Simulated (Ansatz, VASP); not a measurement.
# KF (Carobbiite) in two plane-wave programs, part 2 of 2

Wanted: the spread between two codes on one cell, functional and k mesh. The cell is the relaxed one of a volume series.

VASP 6.6.1 and Ansatz 0.2.0.

So far. Step 3 (Ansatz: single point, PBEsol): The run ends at a pressure of -0.07 GPa.

## Step 7: Ansatz: single point, PBEsol, volume scaled by 1.035

Level of this step: Ansatz beside VASP: Kohn-Sham DFT, plane waves, PBEsol (Ansatz).

The same cell, functional, mesh and smearing now go to Ansatz, which takes its cutoff from its data sets.

The cell is a member of a volume series, scaled by 1.035 from a relaxed one, so a pressure remains.

input.yaml reads:

```yaml
crystal:
  lattice:
    - [0.0, 2.68565152, 2.68565152]
    - [2.68565152, 0.0, 2.68565152]
    - [2.68565152, 2.68565152, 0.0]
  atoms:
    - { symbol: K, position: [0.0, 0.0, 0.0] }
    - { symbol: F, position: [0.5, 0.5, 0.5] }
hamiltonian:
  xc: pbesol
  pseudopotentials: { kind: paw }
kpoints:
  mp_grid: { grid: [11, 11, 11] }
scf:
  occupations: { method: gaussian, width: 0.05 }
  n_extra_bands: 4
output:
  forces: true
  stress: true
  eigenvalues: true
```

Command:

```
ansatz run input.yaml --threads 2 --pin off --max-ram 4608MiB --backend cpu --events-out ev --progress --plain --runs-dir out
```

Numbers of over 12 decimals in the logs are rounded to 6 here.

Output:

```text
[...]
Crystal: 2 atoms, lattice volume = 38.742 Å³
Basis set: ecut = 420 eV, 749 PW (Γ), exchange–correlation on 54×54×54 points (8 copies of the dense FFT grid, shifted against one another)
Bands: 12, of which v1, the nominal top of the filled ones, is band 8 counted from 1 (7 counted from 0)
Symmetry: 48 space group operations
[...]
k-points: 56 of 1331
[...]
--- Band table (eV; the first three rows and the last of 56) ---
  k-point 0: bands = [... 4 lower, -8.0698, 1.2533, 1.2533, 1.2533, 7.2239, 11.8453, 11.8453, 11.8453]
  k-point 1: bands = [... 4 lower, -8.0728, 1.1755, 1.2253, 1.2253, 7.4565, 11.6949, 11.9558, 11.9558]
  k-point 2: bands = [... 4 lower, -8.0806, 0.9833, 1.1500, 1.1500, 8.0886, 11.3963, 12.2586, 12.2586]
  k-point 55: bands = [... 4 lower, -8.1590, 0.8482, 1.0754, 1.0777, 10.6197, 11.0799, 12.3228, 14.4785]
[key lines of the parts left out:]
SCF converged after 6 iterations
Free energy (F): -2319.100743 eV
Fermi energy:    4.238837 eV
P = ⅓ Tr σ = -1.1046 GPa (-11.046 kbar)
```

Wall time 1.6 s (2 threads of Arm Neoverse N1, shared host); peak memory 0.29 GiB; 2.7 s of CPU time.

The run ends at a pressure of -1.10 GPa.

## Step 8: Comparison

Compared:

```tsv
quantity	Ansatz	VASP	difference
pressure (GPa)	-1.10	-1.08	-0.03
pressure without Ansatz's Pulay correction (GPa)	-1.44	-1.08	-0.36
gap on the k mesh (eV)	5.971	5.955	+0.016
```

A gap on the mesh is an upper bound, since the band edges may lie between its points. Ansatz's pressure holds a Pulay correction of 0.33 GPa; VASP's holds none.

## Step 9: Ansatz: single point, PBEsol, volume scaled by 0.97

With cell and atoms fixed, the geometry can't cause a difference; cores, projectors, grids and the points listed under the comparison can. The cell compared in this pair holds 36.31 Å³, against 38.74 Å³ for the pair before.

The cell is a member of a volume series, scaled by 0.97 from a relaxed one, so a pressure remains.

input.yaml, the sections that differ from step 7:

```yaml
crystal:
  lattice:
    - [0.0, 2.62821035, 2.62821035]
    - [2.62821035, 0.0, 2.62821035]
    - [2.62821035, 2.62821035, 0.0]
  atoms:
    - { symbol: K, position: [0.0, 0.0, 0.0] }
    - { symbol: F, position: [0.5, 0.5, 0.5] }
# hamiltonian, kpoints, scf, output: as in step 7
```

Output:

```text
[...]
Crystal: 2 atoms, lattice volume = 36.309 Å³
Basis set: ecut = 420 eV, 725 PW (Γ), exchange–correlation on 50×50×50 points (8 copies of the dense FFT grid, shifted against one another)
Bands: 12, of which v1, the nominal top of the filled ones, is band 8 counted from 1 (7 counted from 0)
Symmetry: 48 space group operations
[...]
k-points: 56 of 1331
[...]
--- Band table (eV; the first three rows and the last of 56) ---
  k-point 0: bands = [... 4 lower, -7.3882, 1.7058, 1.7058, 1.7058, 8.0059, 12.4688, 12.4688, 12.4688]
  k-point 1: bands = [... 4 lower, -7.3914, 1.6209, 1.6727, 1.6727, 8.2523, 12.3156, 12.5872, 12.5872]
  k-point 2: bands = [... 4 lower, -7.4000, 1.4106, 1.5851, 1.5851, 8.9178, 12.0199, 12.9128, 12.9128]
  k-point 55: bands = [... 4 lower, -7.4873, 1.2512, 1.5445, 1.5517, 11.2638, 11.7708, 13.1403, 15.3844]
[key lines of the parts left out:]
SCF converged after 6 iterations
Free energy (F): -2319.102499 eV
Fermi energy:    4.856035 eV
P = ⅓ Tr σ = 1.0097 GPa (10.097 kbar)
```

Run time: 1.5 s. Hardware: 2 threads; peak memory 0.28 GiB; 2.6 s of CPU time.

The run ends at a pressure of 1.01 GPa.

## Step 10: VASP: single point, PBEsol, volume scaled by 0.97

The same cell, functional, mesh and smearing now go to VASP, with its own data sets and cutoff.

The input asks for a relaxation, which ended at its first step since no free force or stress exceeded the threshold; so it serves as a single point.

INCAR reads:

```
SYSTEM = KF
PREC = Accurate
ENCUT = 520
EDIFF = 1E-08
NELM = 100
ISMEAR = 0
SIGMA = 0.05
LREAL = .FALSE.
ALGO = Normal
GGA = PS
NBANDS = 14
LORBIT = 11
LWAVE = .FALSE.
LCHARG = .FALSE.
KPAR = 16
IBRION = 2
NSW = 30
ISIF = 4
EDIFFG = -0.002
```

POSCAR reads:

```
KF
1.0
    0.0000000000      2.6282103483      2.6282103483
    2.6282103483      0.0000000000      2.6282103483
    2.6282103483      2.6282103483      0.0000000000
K F
1 1
Direct
    0.0000000000      0.0000000000      0.0000000000
    0.5000000000      0.5000000000      0.5000000000
```

KPOINTS reads:

```
Automatic mesh
0
Gamma
11 11 11
0 0 0
```

The projector-augmented-wave data sets are K_sv and F (PBE family, release 64).

Command:

```
mpirun -np 16 vasp_std
```

Output:

```text
[... set-up lines as in an earlier step ...]
 entering main loop
       N       E                     dE             d eps       ncg     rms          rms(c)
DAV:   1     0.109475871217E+03    0.10948E+03   -0.84107E+03  1568   0.112E+03
DAV:   2    -0.497021949241E+01   -0.11445E+03   -0.10493E+03  2020   0.296E+02
DAV:   3    -0.949231297259E+01   -0.45221E+01   -0.45001E+01  2004   0.538E+01
DAV:   4    -0.962813329151E+01   -0.13582E+00   -0.13579E+00  2116   0.844E+00
[...]
DAV:  14    -0.851497876054E+01    0.17909E-06   -0.69441E-07  2044   0.825E-03    0.107E-03
DAV:  15    -0.851497878048E+01   -0.19942E-07   -0.28435E-08  1640   0.150E-03    0.399E-04
DAV:  16    -0.851497878928E+01   -0.88016E-08   -0.24519E-09  1326   0.459E-04
   1 F= -.85149788E+01 E0= -.85149788E+01  d E =-.851498E+01
[...]
reached required accuracy - stopping structural energy minimisation
```

Parts of OUTCAR (step 10):

```text
  Total        0.2489646      0.2489646      0.2489646      0.0000000      0.0000000     -0.0000000
  in kB       10.9859540     10.9859540     10.9859540      0.0000000      0.0000000     -0.0000000
  external PRESSURE =      10.9859540 kB  Pullay stress =       0.0000000 kB

 POSITION                                       TOTAL-FORCE (eV/Angst)
 -----------------------------------------------------------------------------------
      0.00000      0.00000      0.00000        -0.000000     -0.000000     -0.000000
      2.62821      2.62821      2.62821         0.000000      0.000000      0.000000
 -----------------------------------------------------------------------------------
    total drift:                                0.000000      0.000000      0.000000

  FREE ENERGIE OF THE ION-ELECTRON SYSTEM (eV)
  ---------------------------------------------------
  free  energy   TOTEN  =        -8.5149787893 eV

  energy  without entropy=       -8.5149787893  energy(sigma->0) =       -8.51497879

[... 2 parts as in an earlier step ...]

[... 2 further parts left out ...]
[key lines of the parts left out:]
E-fermi :  -2.4520
```

## Step 11: Comparison

The two programs side by side:

```tsv
quantity	Ansatz	VASP	difference
pressure (GPa)	1.01	1.10	-0.09
pressure without Ansatz's Pulay correction (GPa)	0.66	1.10	-0.44
gap on the k mesh (eV)	6.300	6.282	+0.018
```

A gap on the mesh is an upper bound, since the band edges may lie between its points. Ansatz's pressure holds a Pulay correction of 0.35 GPa; VASP's holds none.

## Step 12: Further runs

Further runs change the set-up of one program: Ansatz's method, potentials or start, or VASP's data sets, cutoff or form of LDA. The table gives Ansatz less VASP for each quantity, since a change that brings one quantity closer may part another.

```tsv
run	pressure (GPa)	gap on the k mesh (eV)
as above	-0.089	0.018
Ansatz's all-electron LAPW method	-0.088	0.012
```

## Step 13: Outcome

| Quantity | Value |
| --- | --- |
| difference in gap on the k mesh (single point, PBEsol) | 0.017 eV |
| difference in gap on the k mesh (single point, PBEsol, volume scaled by 1.035) | 0.016 eV |
| difference in gap on the k mesh (single point, PBEsol, volume scaled by 0.97) | 0.018 eV |

**Reading.** The difference in gap on the k mesh is 0.018 eV (single point, PBEsol, volume scaled by 0.97), within the 0.08 eV picked in this series as the mark of a large difference. Single point, PBEsol, Ansatz's all-electron LAPW method: the difference in gap on the k mesh goes from 0.017 to 0.012 eV. Single point, PBEsol, volume scaled by 0.97, Ansatz's all-electron LAPW method: the difference in gap on the k mesh goes from 0.018 to 0.012 eV. How closely two codes agree says nothing of how well the functional describes the real material.

[Lines on the potential files, build, host, timing and source positions are cut from VASP's logs without a mark.]

[Logs are printed without paths, hosts, clocks, repeated set-up lines and the standing remarks that a program may print on its own settings, such as how far it seeks lower states.]

[Hosts, paths, dates, database ids (printed as entryN), source tags and the programs' standing remarks are cut or masked in the printed files.]
